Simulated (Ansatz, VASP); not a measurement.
**ZnCu: VASP beside Ansatz**

Contents of INCAR:

```
SYSTEM = ZnCu
PREC = Accurate ; ENCUT = 520
EDIFF = 1E-6 ; ISMEAR = -1
SIGMA = 0.05 ; LREAL = .False.
LASPH = .True. ; NELM = 100
ALGO = Fast ; ISIF = 2
LWAVE = .False. ; LCHARG = .False.
GGA = PS ; NBANDS = 18
```

Contents of KPOINTS:

```
Automatic mesh
0
Gamma
  9 9 9
  0 0 0
```

The input POSCAR:

```
ZnCu
1.0
    2.9450000000      0.0000000000      0.0000000000
    0.0000000000      2.9450000000      0.0000000000
    0.0000000000      0.0000000000      2.9450000000
Zn Cu
1 1
Direct
    0.5000000000      0.5000000000      0.5000000000
    0.0000000000      0.0000000000      0.0000000000
```

Contents of input.yaml:

```yaml
crystal:
  lattice:
    - [2.945, 0.0, 0.0]
    - [0.0, 2.945, 0.0]
    - [0.0, 0.0, 2.945]
  atoms:
    - { symbol: Zn, position: [0.5, 0.5, 0.5] }
    - { symbol: Cu, position: [0.0, 0.0, 0.0] }
kpoints:
  mp_grid: { grid: [9, 9, 9] }
  band_path:
    path:
      - [0.0, 0.0, 0.0]
      - [0.0, 0.5, 0.0]
      - [0.5, 0.5, 0.0]
      - [0.0, 0.0, 0.0]
      - [0.5, 0.5, 0.5]
      - [0.0, 0.5, 0.0]
    npoints: 6
scf:
  occupations: { method: fermi_dirac, width: 0.05 }
hamiltonian:
  xc: pbesol
  pseudopotentials: { kind: all_electron, lapw: { basis_error: 0.001 } }
output:
  forces: true
  stress: true
  eigenvalues: true
```

Alike in both runs: functional PBEsol; k mesh 9 × 9 × 9; occupations fermi-dirac, width 0.05 eV; no spin polarisation.

|  | VASP | Ansatz |
| --- | --- | --- |
| version | VASP 6.6.1 | Ansatz 0.2.0 |
| potentials or method | VASP PAW PBE potentials, release 64 (Zn, Cu) | all-electron LAPW, scalar-relativistic |
| plane-wave cutoff (eV) | 520 | see its input |
| task | single point | band structure |

|  | VASP | Ansatz | Ansatz less VASP |
| --- | --- | --- | --- |
| gap on the k mesh at the Fermi level (eV) | none | none | - |
| pressure (GPa) | -3.8 | -4.5 | -0.60 |

A gap of «none» marks a metal or a gap that the smearing closes. Ansatz ran all-electron here, so the differences hold the error of VASP's frozen core and of both bases.

Caveats: the PAW data sets were made with another functional, which shifts forces and pressure a little (VASP).
